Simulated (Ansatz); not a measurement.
# TaN (P-6m2) in Ansatz: reference runs

Reference runs on TaN: the cell as given and a disturbed copy.

All numbers are computed with Ansatz 0.2.0; they aren't measurements. Logs are shortened: lines on timing, memory, paths and dates and some standing lists are left out, and cuts for length are marked.

### Step 1. The structure

The structure is hexagonal, space group P-6m2 (No. 187). The conventional cell has a = 2.938 Å, b = 2.938 Å, c = 2.883 Å, α = 90.00°, β = 90.00°, γ = 120.00°. Ta (site symmetry -6m2) is surrounded by 6 N at 2.23 Å. N (site symmetry -6m2) has 6 Ta at 2.23 Å as nearest neighbours.

### Step 2. Single point, PBE

input.yaml

```yaml
crystal:
  lattice:
    - [2.93800111, 0.0, 0.0]
    - [-1.46900055, 2.5443836, 0.0]
    - [0.0, 0.0, 2.88300221]
  atoms:
    - { symbol: Ta, position: [0.3333333333, 0.6666666667, 0.5] }
    - { symbol: "N", position: [0.0, 0.0, 0.0] }
kpoints:
  mp_grid: { grid: [10, 10, 9] }
scf:
  occupations: { method: fermi_dirac, width: 0.05 }
hamiltonian:
  xc: pbe
  pseudopotentials: { kind: all_electron, lapw: { basis_error: 0.001 } }
output:
  forces: true
  stress: true
  eigenvalues: true
  populations: true
```

Potentials or basis: all-electron LAPW, scalar-relativistic.

On the command line:

```console
$ ansatz run input.yaml --threads 1 --pin off --max-ram 3072MiB --backend cpu --events-out ev --progress --plain --runs-dir out
```

The program printed:

```text
Warning: RAYON_NUM_THREADS=1 ignored (pool sized by the plan → 1); use --threads N
Ta: projections on atomic orbitals take those of the free atom 1s2 2s2 2p6 3s2 3p6 3d10 4s2 4p6 4d10 4f14 5s2 5p6 5d3 6s2, of charge +0.00 (hamiltonian.pseudopotentials.projection_atoms)
N: projections on atomic orbitals take those of the free atom 1s2 2s2 2p3, of charge +0.00 (hamiltonian.pseudopotentials.projection_atoms)
LAPW: plane waves up to 9.583 Å⁻¹, error target 1.0e-3 eV per atom; small_component_spin mean_spin; N in spheres of 0.944 Å, 7 of its electrons in bands, Dirac shells []; Ta in spheres of 1.282 Å, 43 of its electrons in bands, Dirac shells [] (how accurate: hamiltonian.pseudopotentials.lapw.basis_error, Limitations)
Engine: ansatz 0.2.0, x86_64-unknown-linux-gnu
Pseudopotentials: kind: all_electron
Pseudopotential: Ta, LAPW, valence charge 43, lapw/all_electron/scalar/gaussian/Ta, Koelling and Harmon's equation, gaussian nucleus
Pseudopotential: N, LAPW, valence charge 7, lapw/all_electron/scalar/gaussian/N, Koelling and Harmon's equation, gaussian nucleus
Functional definition: PBE
  parameter kappa = 0.804
  parameter beta = 0.06672455060314922
  exchange = pbe_x(kappa = kappa, mu = beta*pi^2/3)
  correlation = pbe_c(beta = beta)
Crystal: 2 atoms, lattice volume = 21.552 Å³
Basis set: ecut = 349.857574364961 eV, 315 PW (Γ), exchange–correlation at level 2
Bands: 30, of which v1, the nominal top of the filled ones, is band 25 counted from 1 (24 counted from 0)
Symmetry: 12 space group operations
Space group: P-6m2 (ITA 187), of the structure as read, at distance tolerance 2.8e-5 Å
k-points: 70 of 900 (time reversal used)
Non-local potential: Ta, projectors of the file, none
Non-local potential: N, projectors of the file, none
Initial density: superposition of atomic densities (chi_scale 0.1, normalization cell, long waves kept (reshape's long-wave potential 0.00 eV rms))
Initial wavefunctions: plane waves of lowest kinetic energy (no species holds an atomic orbital)
Functional: x = pbe(κ = 0.804, μ = 0.2195149727645171), c = pbe(β = 0.06672455060314922)
iter 1 solved again at ethr=6.69e-3 eV; its pass at ethr=1.00e-1 eV (dr2=3.34e0 eV) is discarded
SCF iter   1: F=—  HF=-426062.864721 eV  |F-HF|=—  |Δ(HF+E_count)|=         —  Δρ=1.17e-1  dr2=3.34e0  ethr=6.69e-3  ⟨swp⟩=2.0  Hψ=13274  notcnv=0
preconditioner: auto → none  [insulator: Δε(μ)=0.233 eV  Ē_g=23.024 eV  σ=0.050 eV  W_gap=0.82  n_scr=8 (ndim 8)  ℏωp=43.8 eV  f_vac=0.000  D(μ)=0.03/eV (n_scr^D=0)  ε∞_Penn≈4.6]
SCF iter   2: F=—  HF=-426062.344395 eV  |F-HF|=—  |Δ(HF+E_count)|=   5.20e-1  Δρ=7.47e-2  dr2=1.48e0  ethr=6.68e-3  ⟨swp⟩=3.0  Hψ=6378  notcnv=0
iter 3 solved again at ethr=1.14e-4 eV; its pass at ethr=2.96e-3 eV (dr2=5.70e-2 eV) is discarded
SCF iter   3: F=—  HF=-426061.500647 eV  |F-HF|=—  |Δ(HF+E_count)|=   8.44e-1  Δρ=1.81e-2  dr2=5.70e-2  ethr=1.14e-4  ⟨swp⟩=2.0  Hψ=10593  notcnv=0
SCF iter   4: F=—  HF=-426061.504046 eV  |F-HF|=—  |Δ(HF+E_count)|=         —  Δρ=2.53e-3  dr2=1.78e-3  ethr=1.14e-4  ⟨swp⟩=2.0  Hψ=6643  notcnv=0
the basis was enlarged: its passes take 735.4 KiB over the memory plan, 1 of 1 planned eigensolver slots
SCF iter   5: F=—  HF=-426061.498889 eV  |F-HF|=—  |Δ(HF+E_count)|=   5.16e-3  Δρ=1.89e-3  dr2=1.06e-3  ethr=3.56e-6  ⟨swp⟩=2.0  Hψ=6304  notcnv=0
SCF iter   6: F=—  HF=-426061.498266 eV  |F-HF|=—  |Δ(HF+E_count)|=   6.23e-4  Δρ=4.36e-4  dr2=3.60e-5  ethr=2.12e-6  ⟨swp⟩=2.0  Hψ=6304  notcnv=0
SCF iter   7: F=—  HF=-426061.498255 eV  |F-HF|=—  |Δ(HF+E_count)|=   1.05e-5  Δρ=4.53e-5  dr2=3.16e-7  ethr=7.20e-8  ⟨swp⟩=2.1  Hψ=6309  notcnv=0
SCF iter   8: F=-426061.498255 eV  HF=-426061.498255 eV  |F-HF|=4.13e-9  |Δ(HF+E_count)|=   1.56e-7  Δρ=7.37e-6  dr2=8.29e-9  ethr=6.32e-10  ⟨swp⟩=3.0  Hψ=6546  notcnv=0
SCF 1 converged in 8 iterations: F = -426061.498255 eV  dr2 = 8.29e-9
SCF converged after 8 iterations
Free energy (F): -426061.498255 eV
Harris-Foulkes:  -426061.498255 eV  (|F-HF|=4.13e-9)
Internal energy: -426061.497945 eV  (E = F + TS)
E sigma→0 (E₀):  -426061.498100 eV
Entropy (-TS):   -0.000310 eV (-0.155 meV/atom)
Fermi energy:    25.515225 eV
--- Per-component energies (eV) ---
  E_band       = -4728.900505
  E_kinetic    = 475424.895538
  E_xc         = -8812.475152
  E_electrostatic = -892673.918331  (all electrons and nuclei)
  E_smearing   = -0.000310  (= −TS)
  E_closure    = 0.000000  (closes the sum)
  E_atoms      = -426041.112071  (free atoms, spherical and without spin; not in F)
  Σ components = -426061.498255   (vs F -426061.498255, Δ=0.00e0)
  Basis errors (estimates in eV, not in F): energy 3.4e-4 per atom: plane waves 2.9e-4 (1.6e-4 summed), levels above the bands 3.9e-89, relativity 6.4e-8, radial functions 4.1e-5, core shells 4.1e-7; eigenvalues (radial functions only) 5.6e-6; not estimated: angular momenta, meshes, grids; target (lapw.basis_error) 1.0e-3; muffin-tin radii N 0.944 Å, Ta 1.282 Å
--- Forces (eV/Å), atoms counted from 1 ---
  atom   1  Ta    -0.00000000     0.00000000     0.00000000
  atom   2  N     -0.00000000     0.00000000     0.00000000
  max |Σ_I F_I| component: 1.25e-16 eV/Å
--- Stress (GPa, compression-positive) ---
        4.492718       0.000000       0.000000
        0.000000       4.492718       0.000000
        0.000000       0.000000       5.561493
  P = ⅓ Tr σ = 4.8490 GPa (48.490 kbar)
--- Band table (eV; the first three rows and the last of 70) ---
  k-point 0: bands = ["-370.2837", "-370.2667", "-370.2667", "-352.2807", "-191.8462", "-191.8462", "-191.8156", "-191.8132", "-191.8132", "-43.0109", "-9.3529", "-9.0986", "-9.0986", "5.2432", "5.2613", "5.2613", "5.2670", "5.2670", "5.2811", "5.3512", "7.7172", "20.8839", "20.8839", "21.2518", "22.5210", "27.6518", "29.0244", "29.0244", "29.4684", "29.4684"]
  k-point 1: bands = ["-370.2837", "-370.2667", "-370.2667", "-352.2807", "-191.8462", "-191.8462", "-191.8156", "-191.8132", "-191.8132", "-43.0050", "-9.4685", "-9.0892", "-9.0892", "5.2470", "5.2588", "5.2588", "5.2711", "5.2711", "5.2744", "5.3512", "7.9654", "20.3892", "20.9844", "20.9844", "23.2422", "27.8036", "27.8036", "28.0899", "30.2352", "30.2352"]
  k-point 2: bands = ["-370.2837", "-370.2667", "-370.2667", "-352.2807", "-191.8462", "-191.8462", "-191.8156", "-191.8132", "-191.8132", "-42.9901", "-9.7515", "-9.0651", "-9.0651", "5.2516", "5.2534", "5.2534", "5.2608", "5.2807", "5.2807", "5.3513", "8.6343", "18.8573", "21.2427", "21.2427", "24.6775", "26.5126", "26.5126", "29.1287", "30.2377", "30.2377"]
  k-point 69: bands = ["-370.2837", "-370.2667", "-370.2667", "-352.2807", "-191.8462", "-191.8462", "-191.8156", "-191.8132", "-191.8132", "-42.8799", "-9.9634", "-9.7676", "-9.5754", "5.2165", "5.2611", "5.2671", "5.2758", "5.2820", "5.2898", "5.3286", "9.7816", "17.4041", "18.8725", "21.3816", "24.9489", "29.8775", "30.4121", "31.9671", "32.7566", "34.8811"]
--- Löwdin populations: 2 sites ---
  site symbol       q [e]
     0     Ta     72.2398
     1      N      7.6791
  spilling = 0.001014 (of n_electrons = 80.000000)
```

Wall time 53 s (1 thread of Intel Xeon at 2.50GHz (Skylake/Cascade Lake), shared host); peak memory 0.38 GiB.

Results:

| Quantity | Value |
| --- | --- |
| Free energy | -426061.4983 eV |
| Pressure | 4.8 GPa |
| Band gap on the k mesh | none (metal or under the smearing width) |
| Loewdin charges | Ta +0.76; N -0.68 e |

Stress tensor (GPa, compression positive):
```
4.49 0.00 0.00
0.00 4.49 0.00
0.00 0.00 5.56
```

### Step 3. Single point, PBE (atoms moved at random, drawn with an rms of 0.05 Å)

Changes to input.yaml since step 2:

```diff
@@ -6,4 +6,4 @@
   atoms:
-    - { symbol: Ta, position: [0.3333333333, 0.6666666667, 0.5] }
-    - { symbol: "N", position: [0.0, 0.0, 0.0] }
+    - { symbol: Ta, position: [0.344778, 0.674995, 0.483264] }
+    - { symbol: "N", position: [-0.014112, 0.005473, 0.005873] }
 kpoints:
```

Potentials or basis: all-electron LAPW, scalar-relativistic.

On the command line:

```console
$ ansatz run input.yaml --threads 1 --pin off --max-ram 3072MiB --backend cpu --events-out ev --progress --plain --runs-dir out
```

The program printed:

```text
Warning: RAYON_NUM_THREADS=1 ignored (pool sized by the plan → 1); use --threads N
Ta: projections on atomic orbitals take those of the free atom 1s2 2s2 2p6 3s2 3p6 3d10 4s2 4p6 4d10 4f14 5s2 5p6 5d3 6s2, of charge +0.00 (hamiltonian.pseudopotentials.projection_atoms)
N: projections on atomic orbitals take those of the free atom 1s2 2s2 2p3, of charge +0.00 (hamiltonian.pseudopotentials.projection_atoms)
LAPW: plane waves up to 10.049 Å⁻¹, error target 1.0e-3 eV per atom; small_component_spin mean_spin; N in spheres of 0.899 Å, 7 of its electrons in bands, Dirac shells []; Ta in spheres of 1.235 Å, 43 of its electrons in bands, Dirac shells [] (how accurate: hamiltonian.pseudopotentials.lapw.basis_error, Limitations)
[... 9 set-up lines as earlier in the session ...]
Crystal: 2 atoms, lattice volume = 21.552 Å³
Basis set: ecut = 384.7532320877912 eV, 393 PW (Γ), exchange–correlation at level 2
[... 37 lines left out ...]
  Σ components = -426061.434027   (vs F -426061.434027, Δ=0.00e0)
  Basis errors (estimates in eV, not in F): energy 3.7e-4 per atom: plane waves 3.3e-4 (1.8e-4 summed), levels above the bands 4.2e-89, relativity 7.4e-8, radial functions 4.0e-5, core shells 1.2e-6; eigenvalues (radial functions only) 4.5e-6; not estimated: angular momenta, meshes, grids; target (lapw.basis_error) 1.0e-3; muffin-tin radii N 0.899 Å, Ta 1.235 Å
--- Forces (eV/Å), atoms counted from 1 ---
  atom   1  Ta    -0.94751398    -0.13338271     0.94480680
  atom   2  N      0.94754483     0.13338802    -0.94488017
  max |Σ_I F_I| component: 7.34e-5 eV/Å
--- Stress (GPa, compression-positive) ---
        6.120275       1.152571      -1.695540
        1.152571       5.401162      -0.301336
       -1.695540      -0.301336       7.768439
  P = ⅓ Tr σ = 6.4300 GPa (64.300 kbar)
--- Band table (eV; the first three rows and the last of 452) ---
  k-point 0: bands = ["-370.2710", "-370.2615", "-370.2474", "-352.2734", "-191.8403", "-191.8269", "-191.8072", "-191.8014", "-191.7963", "-43.0019", "-9.3486", "-9.0954", "-9.0927", "5.2518", "5.2713", "5.2729", "5.2744", "5.2845", "5.2942", "5.3628", "7.7183", "20.7398", "20.8594", "21.2044", "22.7076", "27.5103", "28.7115", "29.2561", "29.5250", "29.7002"]
  k-point 1: bands = ["-370.2710", "-370.2615", "-370.2474", "-352.2734", "-191.8403", "-191.8269", "-191.8072", "-191.8014", "-191.7963", "-42.9960", "-9.4645", "-9.0863", "-9.0827", "5.2557", "5.2686", "5.2704", "5.2782", "5.2878", "5.2887", "5.3628", "7.9661", "20.2792", "20.9190", "21.0321", "23.3309", "27.3898", "27.9598", "28.3187", "30.2146", "30.3587"]
  k-point 2: bands = ["-370.2710", "-370.2615", "-370.2474", "-352.2734", "-191.8403", "-191.8269", "-191.8072", "-191.8014", "-191.7963", "-42.9810", "-9.7480", "-9.0633", "-9.0573", "5.2603", "5.2629", "5.2650", "5.2751", "5.2873", "5.2986", "5.3629", "8.6335", "18.8262", "21.1635", "21.2538", "24.7060", "26.2785", "26.7823", "29.0642", "29.9760", "30.6586"]
  k-point 451: bands = ["-370.2710", "-370.2615", "-370.2474", "-352.2734", "-191.8403", "-191.8269", "-191.8072", "-191.8014", "-191.7963", "-42.8788", "-9.9954", "-9.9603", "-9.2276", "5.2181", "5.2741", "5.2769", "5.2869", "5.2913", "5.3276", "5.3343", "9.8308", "17.8535", "19.2393", "19.6925", "25.2717", "29.3492", "30.7379", "31.4019", "32.7286", "35.1827"]
--- Löwdin populations: 2 sites ---
  site symbol       q [e]
     0     Ta     72.2423
     1      N      7.6764
  spilling = 0.001016 (of n_electrons = 80.000000)
```

Wall time 5.4 min (1 thread of Intel Xeon at 2.50GHz (Skylake/Cascade Lake), shared host); peak memory 1 GiB.

What came out:

* Free energy: -426061.4340 eV
* Pressure: 6.4 GPa
* Largest force: 1.345 eV/Å
* Band gap on the k mesh: none (metal or under the smearing width)
* Loewdin charges: Ta +0.76; N -0.68 e

Forces in eV/Å, atoms in the order of the input:
```
Ta  -0.948 -0.133  0.945
N    0.948  0.133 -0.945
```
